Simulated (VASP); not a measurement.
A run of VASP 6.6.1:

Contents of INCAR:

```
SYSTEM = CuI
PREC = Accurate
ENCUT = 600
EDIFF = 1E-6
ISMEAR = 0
SIGMA = 0.01
LREAL = .FALSE.
LASPH = .TRUE.
NELM = 100
ALGO = Normal
ISIF = 3
LWAVE = .FALSE.
LCHARG = .FALSE.
GGA = PE
IBRION = 2
NSW = 80
EDIFFG = -0.001
```

Contents of KPOINTS:

```
regular mesh
0
G
  8 8 8
  0 0 0
```

POSCAR

```
CuI
1.0
    0.0000000000      3.0390034059      3.0390034059
    3.0390034059      0.0000000000      3.0390034059
    3.0390034059      3.0390034059      0.0000000000
Cu I
1 1
Direct
    0.2500000000      0.2500000000      0.2500000000
    0.0000000000      0.0000000000      0.0000000000
```

Potentials or basis: VASP PAW PBE potentials, release 64 (Cu, I).

Run with:

```bash
$ cat potpaw_PBE.64/Cu/POTCAR potpaw_PBE.64/I/POTCAR > POTCAR
$ mpirun -np 1 vasp_std > vasp.out
```

Hardware: 1 thread of AMD EPYC 9R14 (Zen 4), on a shared host.

How long does it take, and how much memory?

Run time: 68 s on 1 thread of AMD EPYC 9R14 (Zen 4) (shared host), peak memory 0.19 GiB. Counts: scf iterations 40, k points 29, ion steps 6.
